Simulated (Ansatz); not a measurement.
Step by step: Au, relaxation of cell and atoms

Method: Ansatz 0.2.0, DFT, PBE, PAW with Ansatz's default frozen-core files, scalar-relativistic.

Command: `ansatz run input.yaml --threads 1 --pin off --max-ram 2048MiB --backend cpu --events-out ev --progress --plain --runs-dir out` The run took about 7.1 s on 1 thread of a shared machine.

```yaml
crystal:
  lattice:
    - [2.782906276, 0.0, 0.0]
    - [0.0, 2.782906276, 0.0]
    - [0.0, 0.0, 2.782906276]
  atoms:
    - { symbol: Au, position: [0.0, 0.0, 0.0] }
kpoints:
  mp_grid: { grid: [12, 12, 12] }
scf:
  occupations: { method: fermi_dirac, width: 0.08 }
hamiltonian:
  xc: pbe
  pseudopotentials: { kind: paw }
output:
  forces: true
  stress: true
relax:
  f_tol: 0.005
  max_steps: 80
  cell: {}
```

Spin–orbit coupling is left out, though it moves levels of the heavy atoms by tenths of an eV or more.

The cell is built from the sc type as a first guess.

The cutoff is 420 eV; energies and pressures of the walk include the program's estimate of the Pulay term.

Each frame lists the cell vectors (Å), then Cartesian positions (Å); symmetry keeps all forces zero. Free energies count from the first step, -13149.1212 eV.

The walk took 5 evaluations in all; steps that aren't listed are left out.

Step 1: E = 0.0 meV, P = -3.57 GPa

```
cell 2.7829 0.0000 0.0000 0.0000 2.7829 0.0000 0.0000 0.0000 2.7829
Au    0.0000    0.0000    0.0000
```

Step 2: E = +1.9 meV, P = 4.78 GPa, step rejected

```
cell 2.7108 0.0000 0.0000 0.0000 2.7108 0.0000 0.0000 0.0000 2.7108
Au    0.0000    0.0000    0.0000
```

How does the relaxation end?

It converges, with a = 2.748 Å, b = 2.748 Å, c = 2.748 Å, α = 90.00°, β = 90.00°, γ = 90.00° (conventional cell, space group Pm-3m). The last solve (on a basis chosen afresh for the final cell, so its energy is not quite comparable) gives E = -9.4 meV, P = 0.00 GPa:
```
cell 2.7478 0.0000 0.0000 0.0000 2.7478 0.0000 0.0000 0.0000 2.7478
Au    0.0000    0.0000    0.0000
```
